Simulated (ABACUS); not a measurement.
# In (Im-3m) in ABACUS: further runs

Runs on In. Level: PBE. Tasks: equation of state.

All numbers are computed with ABACUS 3.10.1; they aren't measurements. Logs are shortened: lines on timing, memory, paths and dates and some standing lists are left out, and cuts for length are marked.

## 1. Starting point

Symmetry: Im-3m, No. 229, cubic system. Conventional cell: a = 3.765 Å, b = 3.765 Å, c = 3.765 Å, α = 90.00°, β = 90.00°, γ = 90.00°. In (site symmetry m-3m) has 8 In at 3.26 Å as nearest neighbours.

This isn't the form of In at room conditions, which is tetragonal.

## 2. Equation of state, PBE, 25.08 Å³/atom (volume scaled by 0.94)

INPUT

```
INPUT_PARAMETERS
suffix              In
calculation         scf
basis_type          lcao
pseudo_dir          ./
orbital_dir         ./
symmetry            1
dft_functional      pbe
ecutwfc             100
pseudo_rcut         10
nspin               1
nbands              9
ks_solver           genelpa
smearing_method     fd
smearing_sigma      0.00367493
scf_thr             1e-07
scf_nmax            100
mixing_type         broyden
mixing_beta         0.7
cal_force           1
cal_stress          1
out_mul             1
```

STRU

```
ATOMIC_SPECIES
In 114.8180 In.upf

NUMERICAL_ORBITAL
In_confined-atom_8au_1s1p1d.orb

LATTICE_CONSTANT
1.8897261246

LATTICE_VECTORS
-1.8440955744 1.8440955744 1.8440955744
1.8440955744 -1.8440955744 1.8440955744
1.8440955744 1.8440955744 -1.8440955744

ATOMIC_POSITIONS
Direct

In
0.0
1
0.0000000000 0.0000000000 0.0000000000 1 1 1
```

KPT

```
K_POINTS
0
Gamma
10 10 10 0 0 0
```

Potentials or basis: PseudoDojo NC SR 0.4.1 PBE standard, SZ LCAO (the cutoffs set its grid).

Launch:

```sh
OMP_NUM_THREADS=1 mpirun -np 4 abacus > log
```

running log:

```text
ABACUS v3.10.1

               Atomic-orbital Based Ab-initio Computation at UStc

 ------------------------------------------------------------------------------------

 READING GENERAL INFORMATION
                           global_out_dir = OUT.In/
                           global_in_card = INPUT
                               pseudo_dir = ./
                              orbital_dir = ./
                                    DSIZE = 4
                                    GSIZE = 1

 READING UNITCELL INFORMATION
                                    ntype = 1
                  lattice constant (Bohr) = 1.88973
              lattice constant (Angstrom) = 1

 READING ATOM TYPE 1
                               atom label = In
                      L=0, number of zeta = 1
                      L=1, number of zeta = 1
                      L=2, number of zeta = 1
             number of atom for this type = 1

                        TOTAL ATOM NUMBER = 1
DIRECT COORDINATES
    atom                   x                   y                   z     mag                  vx                  vy                  vz
taud_In1            0.0000000000        0.0000000000        0.0000000000  0.0000        0.0000000000        0.0000000000        0.0000000000

                          Volume (Bohr^3) = 169.28
                             Volume (A^3) = 25.0847

 Lattice vectors: (Cartesian coordinate: in unit of a_0)
              -1.8441             +1.8441             +1.8441
              +1.8441             -1.8441             +1.8441
              +1.8441             +1.8441             -1.8441
 Reciprocal vectors: (Cartesian coordinate: in unit of 2 pi/a_0)
                   +0           +0.271136           +0.271136
            +0.271136                  +0           +0.271136
            +0.271136           +0.271136                  +0
 The esolver type has been set to : ksdft_lcao

                PAO radial cut off (Bohr) = 10

 Read in pseudopotential file is In.upf
                     pseudopotential type = NC
          exchange-correlation functional = PBE
                 nonlocal core correction = 1
                        valence electrons = 13
                                     lmax = 2
                           number of zeta = 3
                     number of projectors = 6
                           L of projector = 0
                           L of projector = 0
                           L of projector = 1
                           L of projector = 1
                           L of projector = 2
                           L of projector = 2
     initial pseudo atomic orbital number = 9

 SETUP THE ELECTRONS NUMBER
            electron number of element In = 13
      total electron number of element In = 13
            AUTOSET number of electrons:  = 13
                           occupied bands = 7
                                   NLOCAL = 9
                                   NBANDS = 9
                                   NBANDS = 9
                                   NLOCAL = 9

%%%%%%%%%%%%%%%%%%%%%%%%%%%%%%%%%%%%%%%%%%%%%%%%%%%%%%%%%%%%%%%%%%%%%%%%%%%%%%%%%%%%%%%%%%%%%%%%%%%%%%%%%%
 Warning: the number of valence electrons in pseudopotential > 3 for In: [Kr] 4d10 5s2 5p1
 Pseudopotentials with additional electrons can yield (more) accurate outcomes, but may be less efficient.
 If you're confident that your chosen pseudopotential is appropriate, you can safely ignore this warning.
%%%%%%%%%%%%%%%%%%%%%%%%%%%%%%%%%%%%%%%%%%%%%%%%%%%%%%%%%%%%%%%%%%%%%%%%%%%%%%%%%%%%%%%%%%%%%%%%%%%%%%%%%%

 SETUP THE PLANE WAVE BASIS
 energy cutoff for charge/potential (unit:Ry) = 400
            fft grid for charge/potential = [ 40, 40, 40 ]
                        fft grid division = [ 5, 5, 5 ]
        big fft grid for charge/potential = [ 8, 8, 8 ]
                                     nbxx = 128
                                     nrxx = 16000

 SETUP PLANE WAVES FOR CHARGE/POTENTIAL
                    number of plane waves = 22879
                         number of sticks = 1105

 PARALLEL PW FOR CHARGE/POTENTIAL
     PROC   COLUMNS(POT)             PW
        1            276           5720
        2            277           5720
        3            276           5720
        4            276           5719
 --------------- sum -------------------
        4           1105          22879
                            number of |g| = 224
                                  max |g| = 36.1691
                                  min |g| = 0.294058

----------- Double Check Mixing Parameters Begin ------------
mixing_type: broyden
mixing_beta: 0.7
mixing_gg0: 1
[... 41 lines left out ...]
                       right hand lattice = 1
(for k-lattice: )
                             BRAVAIS TYPE = 3
                     BRAVAIS LATTICE NAME = 03. Cubic F (face-centered)
                                    ibrav = 3
                       right hand lattice = 1
                        ROTATION MATRICES = 48
                               nkstot_ibz = 47
K-POINTS REDUCTION ACCORDING TO SYMMETRY
     IBZ    DIRECT_X    DIRECT_Y    DIRECT_Z  WEIGHT  ibz2bz
       1  0.00000000  0.00000000  0.00000000  0.0010       0
       2 -0.10000000  0.10000000  0.00000000  0.0120       1
       3 -0.20000000  0.20000000  0.00000000  0.0120       2
       4 -0.30000000  0.30000000  0.00000000  0.0120       3
       5 -0.40000000  0.40000000  0.00000000  0.0120       4
       6  0.50000000  0.50000000  0.00000000  0.0060       5
[... 22 lines left out ...]
      29  0.50000000  0.40000000  0.20000000  0.0480     156
      30  0.50000000  0.30000000  0.30000000  0.0240     157
[... 17 further k points ...]

                               nkstot now = 47
[... K-POINTS DIRECT COORDINATES: 47 rows ...]

           k-point number in this process = 47
       minimum distributed K point number = 47
[... stars of the k points ...]

[... K-POINTS CARTESIAN COORDINATES: 47 rows ...]

[... K-POINTS DIRECT COORDINATES: 47 rows ...]

 SETUP PLANE WAVES FOR WAVE FUNCTIONS
     energy cutoff for wavefunc (unit:Ry) = 100
              fft grid for wave functions = [ 40, 40, 40 ]
                    number of plane waves = 4417
                         number of sticks = 367

 PARALLEL PW FOR WAVE FUNCTIONS
     PROC   COLUMNS(POT)             PW
        1             92           1105
        2             91           1104
        3             92           1104
        4             92           1104
 --------------- sum -------------------
        4            367           4417

 SET NONLOCAL PSEUDOPOTENTIAL PROJECTORS
 max number of nonlocal projetors among all species is 6

 -------------------------------------------
 SELF-CONSISTENT
 -------------------------------------------

 SETUP SEARCHING RADIUS FOR PROGRAM TO SEARCH ADJACENT ATOMS
                  longest orb rcut (Bohr) = 8
   longest nonlocal projector rcut (Bohr) = 2.42
                     search radius (Bohr) = 20.8
              searching radius is (Bohr)) = 20.8
         searching radius unit is (Bohr)) = 1.89
                         PeriodicBoundary = 1
                        Radius(unit:lat0) = 11
                                   glayer = [ 6, 6, 6 ]
                             glayer_minus = [ 5, 5, 5 ]

Find the coordinate range of the input atom(unit:lat0).
                                  min_tau = [ -27.7, -27.7, -27.7 ]
                                  max_tau = [ 27.7, 27.7, 27.7 ]
                                BoxNumber = [ 11, 11, 11 ]

 SETUP EXTENDED REAL SPACE GRID FOR GRID INTEGRATION
                          real space grid = [ 40, 40, 40 ]
                 big cell numbers in grid = [ 8, 8, 8 ]
             meshcell numbers in big cell = [ 5, 5, 5 ]
                        extended fft grid = [ 13, 13, 13 ]
                dimension of extened grid = [ 35, 35, 35 ]
                            UnitCellTotal = 125
              Atom number in sub-FFT-grid = 1
    Local orbitals number in sub-FFT-grid = 9
                                ParaV.nnr = 3725
                                 init_chg = atomic

 LCAO ALGORITHM --------------- ION=   1  ELEC=   1--------------------------------

 Density error is 0.0108033356599
----------------------------------------------------------
     Energy           Rydberg                 eV
----------------------------------------------------------
 E_KohnSham     -132.8838153833      -1807.9770611930
 E_Harris       -133.1061041637      -1811.0014552085
 E_Fermi        0.8343496728         11.3519096747
----------------------------------------------------------
[... 47 lines left out ...]
 Density error is 1.36917394974e-08
----------------------------------------------------------
     Energy           Rydberg                 eV
----------------------------------------------------------
 E_KohnSham     -132.8837765480      -1807.9765328112
 E_KS(sigma->0) -132.8836548320      -1807.9748767806
 E_Harris       -132.8837766063      -1807.9765336047
 E_band         -0.6919845033        -9.4149321723
 E_one_elec     -31.5284956113       -428.9671896816
 E_Hartree      27.0293118134        367.7526536814
 E_xc           -40.1405228474       -546.1398314236
 E_Ewald        -88.2438264708       -1200.6188533263
 E_entropy(-TS) -0.0002434319        -0.0033120610
 E_descf        0.0000000000         0.0000000000
 E_exx          0.0000000000         0.0000000000
 E_Fermi        0.8299039389         11.2914223619
----------------------------------------------------------

 charge density convergence is achieved
 final etot is -1807.9765328 eV
 EFERMI = 11.291422362 eV

 STATE ENERGY(eV) AND OCCUPATIONS    NSPIN == 1
 1/47 kpoint (Cartesian) = 0.0000 0.0000 0.0000 (732 pws)
       1       -3.31709     0.00200000
       2       -3.31709     0.00200000
       3       -3.31709     0.00200000
       4       -3.00431     0.00200000
       5       -3.00431     0.00200000
       6        1.43062     0.00200000
       7        23.3522        0.00000
       8        23.3522        0.00000
       9        23.3522        0.00000
[... 45 lines left out ...]
 6/47 kpoint (Cartesian) = 0.13557 0.13557 0.27114 (703 pws)
       1       -3.44255      0.0120000
       2       -3.37563      0.0120000
       3       -3.02203      0.0120000
       4       -3.00533      0.0120000
       5       -2.81061      0.0120000
       6        7.42784      0.0120000
       7        7.82785      0.0120000
       8        17.7234    1.62762e-58
       9        19.9785    4.20522e-78

[... levels at 41 further k points ...]

 correction force for each atom along direction 1 is -1.38204e-14
 correction force for each atom along direction 2 is 2.70716e-14
 correction force for each atom along direction 3 is 6.30702e-16
------------------------------------------------------------------------------------------
 TOTAL-FORCE (eV/Angstrom)
------------------------------------------------------------------------------------------
                       In1         0.0000000000         0.0000000000         0.0000000000
------------------------------------------------------------------------------------------

----------------------------------------------------------------
 TOTAL-STRESS (KBAR)
----------------------------------------------------------------
        93.3749413935        -0.0000000000        -0.0000000000
        -0.0000000000        93.3749413935         0.0000000000
         0.0000000000         0.0000000000        93.3749413935
----------------------------------------------------------------
 TOTAL-PRESSURE: 93.374941 KBAR

 --------------------------------------------
 !FINAL_ETOT_IS -1807.9765328111623148 eV
 --------------------------------------------
```

It took 3.7 s on 4 MPI ranks of Intel Xeon at 2.50GHz (Skylake/Cascade Lake), shared host; peak memory 0.4 GiB.

These settings aren't checked as converged: the numbers below hold their error.

What came out:

* Free energy: -1807.9765 eV
* Pressure: 9.3 GPa
* Band gap on the k mesh: none (metal or under the smearing width)

Caveat: the atomic orbitals were generated for these runs and aren't a published set; the basis of atomic orbitals isn't converged, which shifts pressures, moduli and gaps.

## 3. Equation of state, PBE, 25.62 Å³/atom (volume scaled by 0.96)

INPUT is that of step 2.

STRU

```
ATOMIC_SPECIES
In 114.8180 In.upf

NUMERICAL_ORBITAL
In_confined-atom_8au_1s1p1d.orb

LATTICE_CONSTANT
1.8897261246

LATTICE_VECTORS
-1.8570825908 1.8570825908 1.8570825908
1.8570825908 -1.8570825908 1.8570825908
1.8570825908 1.8570825908 -1.8570825908

ATOMIC_POSITIONS
Direct

In
0.0
1
0.0000000000 0.0000000000 0.0000000000 1 1 1
```

KPT is that of step 2.

Potentials or basis: PseudoDojo NC SR 0.4.1 PBE standard, SZ LCAO (the cutoffs set its grid).

Launch:

```sh
OMP_NUM_THREADS=1 mpirun -np 4 abacus > log
```

Wall time 3.9 s (4 MPI ranks of Intel Xeon at 2.50GHz (Skylake/Cascade Lake), shared host); peak memory 0.4 GiB.

These settings aren't checked as converged: the numbers below hold their error.

What came out:

| Property | Result |
| --- | --- |
| Free energy | -1808.0051 eV |
| Pressure | 7.8 GPa |
| Band gap on the k mesh | none (metal or under the smearing width) |

Caveat: the atomic orbitals were generated for these runs and aren't a published set; the basis of atomic orbitals isn't converged, which shifts pressures, moduli and gaps.

## 4. Equation of state, PBE, 26.15 Å³/atom (volume scaled by 0.98)

INPUT is that of step 3.

STRU

```
ATOMIC_SPECIES
In 114.8180 In.upf

NUMERICAL_ORBITAL
In_confined-atom_8au_1s1p1d.orb

LATTICE_CONSTANT
1.8897261246

LATTICE_VECTORS
-1.8698904617 1.8698904617 1.8698904617
1.8698904617 -1.8698904617 1.8698904617
1.8698904617 1.8698904617 -1.8698904617

ATOMIC_POSITIONS
Direct

In
0.0
1
0.0000000000 0.0000000000 0.0000000000 1 1 1
```

KPT is that of step 3.

Launch:

```sh
OMP_NUM_THREADS=1 mpirun -np 4 abacus > log
```

It took 3.8 s on 4 MPI ranks of Intel Xeon at 2.50GHz (Skylake/Cascade Lake), shared host; peak memory 0.4 GiB.

These settings aren't checked as converged: the numbers below hold their error.

Results:

```
Free energy            : -1808.0286 eV
Pressure               : 6.4 GPa
Band gap on the k mesh : none (metal or under the smearing width)
```

Caveat: the atomic orbitals were generated for these runs and aren't a published set; the basis of atomic orbitals isn't converged, which shifts pressures, moduli and gaps.

## 5. Equation of state, PBE, 26.69 Å³/atom

INPUT is that of step 4.

STRU

```
ATOMIC_SPECIES
In 114.8180 In.upf

NUMERICAL_ORBITAL
In_confined-atom_8au_1s1p1d.orb

LATTICE_CONSTANT
1.8897261246

LATTICE_VECTORS
-1.8825252400 1.8825252400 1.8825252400
1.8825252400 -1.8825252400 1.8825252400
1.8825252400 1.8825252400 -1.8825252400

ATOMIC_POSITIONS
Direct

In
0.0
1
0.0000000000 0.0000000000 0.0000000000 1 1 1
```

KPT is that of step 4.

Launch:

```sh
OMP_NUM_THREADS=1 mpirun -np 4 abacus > log
```

It took 4 s on 4 MPI ranks of Intel Xeon at 2.50GHz (Skylake/Cascade Lake), shared host; peak memory 0.4 GiB.

The run converged, but some of its settings lie outside the range that counts as converged, so its numbers aren't taken as properties of the crystal.

Results:

```
Free energy            : -1808.0478 eV
Pressure               : 5.2 GPa
Band gap on the k mesh : none (metal or under the smearing width)
```

Caveat: the atomic orbitals were generated for these runs and aren't a published set; the basis of atomic orbitals isn't converged, which shifts pressures, moduli and gaps.

## 6. Equation of state, PBE, 27.22 Å³/atom (volume scaled by 1.02)

INPUT is that of step 5.

STRU

```
ATOMIC_SPECIES
In 114.8180 In.upf

NUMERICAL_ORBITAL
In_confined-atom_8au_1s1p1d.orb

LATTICE_CONSTANT
1.8897261246

LATTICE_VECTORS
-1.8949926579 1.8949926579 1.8949926579
1.8949926579 -1.8949926579 1.8949926579
1.8949926579 1.8949926579 -1.8949926579

ATOMIC_POSITIONS
Direct

In
0.0
1
0.0000000000 0.0000000000 0.0000000000 1 1 1
```

KPT is that of step 5.

Potentials or basis: PseudoDojo NC SR 0.4.1 PBE standard, SZ LCAO (the cutoffs set its grid).

Launch:

```sh
OMP_NUM_THREADS=1 mpirun -np 4 abacus > log
```

Wall time 3.8 s (4 MPI ranks of Intel Xeon at 2.50GHz (Skylake/Cascade Lake), shared host); peak memory 0.4 GiB.

The run converged, but some of its settings lie outside the range that counts as converged, so its numbers aren't taken as properties of the crystal.

Results:

```yaml
Free_energy: -1808.0634 eV
Pressure: 4.1 GPa
Band_gap_on_the_k_mesh: none (metal or under the smearing width)
```

Caveat: the atomic orbitals were generated for these runs and aren't a published set; the basis of atomic orbitals isn't converged, which shifts pressures, moduli and gaps.

## 7. Equation of state, PBE, 27.75 Å³/atom (volume scaled by 1.04)

INPUT is that of step 6.

STRU

```
ATOMIC_SPECIES
In 114.8180 In.upf

NUMERICAL_ORBITAL
In_confined-atom_8au_1s1p1d.orb

LATTICE_CONSTANT
1.8897261246

LATTICE_VECTORS
-1.9072981498 1.9072981498 1.9072981498
1.9072981498 -1.9072981498 1.9072981498
1.9072981498 1.9072981498 -1.9072981498

ATOMIC_POSITIONS
Direct

In
0.0
1
0.0000000000 0.0000000000 0.0000000000 1 1 1
```

KPT is that of step 6.

Launch:

```sh
OMP_NUM_THREADS=1 mpirun -np 4 abacus > log
```

Wall time 3.9 s (4 MPI ranks of Intel Xeon at 2.50GHz (Skylake/Cascade Lake), shared host); peak memory 0.4 GiB.

The run converged, but some of its settings lie outside the range that counts as converged, so its numbers aren't taken as properties of the crystal.

What came out:

```yaml
Free_energy: -1808.0755 eV
Pressure: 3.2 GPa
Band_gap_on_the_k_mesh: none (metal or under the smearing width)
```

Caveat: the atomic orbitals were generated for these runs and aren't a published set; the basis of atomic orbitals isn't converged, which shifts pressures, moduli and gaps.

## 8. Equation of state, PBE, 28.29 Å³/atom (volume scaled by 1.06)

INPUT is that of step 7.

STRU

```
ATOMIC_SPECIES
In 114.8180 In.upf

NUMERICAL_ORBITAL
In_confined-atom_8au_1s1p1d.orb

LATTICE_CONSTANT
1.8897261246

LATTICE_VECTORS
-1.9194468732 1.9194468732 1.9194468732
1.9194468732 -1.9194468732 1.9194468732
1.9194468732 1.9194468732 -1.9194468732

ATOMIC_POSITIONS
Direct

In
0.0
1
0.0000000000 0.0000000000 0.0000000000 1 1 1
```

KPT is that of step 7.

Launch:

```sh
OMP_NUM_THREADS=1 mpirun -np 4 abacus > log
```

Run time: 3.5 s. Hardware: 4 MPI ranks of Intel Xeon at 2.50GHz (Skylake/Cascade Lake), shared host; peak memory 0.4 GiB.

These settings aren't checked as converged: the numbers below hold their error.

Results:

* Free energy: -1808.0845 eV
* Pressure: 2.3 GPa
* Band gap on the k mesh: none (metal or under the smearing width)

Caveat: the atomic orbitals were generated for these runs and aren't a published set; the basis of atomic orbitals isn't converged, which shifts pressures, moduli and gaps.

## 9. Equation of state, PBE

Potentials or basis: PseudoDojo NC SR 0.4.1 PBE standard, SZ LCAO (the cutoffs set its grid).

This step only gathers the single runs of the series.

These settings aren't checked as converged: the numbers below hold their error.

What came out:

| Quantity | Value |
| --- | --- |
| Equilibrium volume | 30.18 Å³/atom (rough: see the caveat) |
| Bulk modulus | 29 GPa (rough) |

Caveat: the atomic orbitals were generated for these runs and aren't a published set; the minimum lies outside the volumes run; the basis of atomic orbitals isn't converged, which shifts pressures, moduli and gaps.
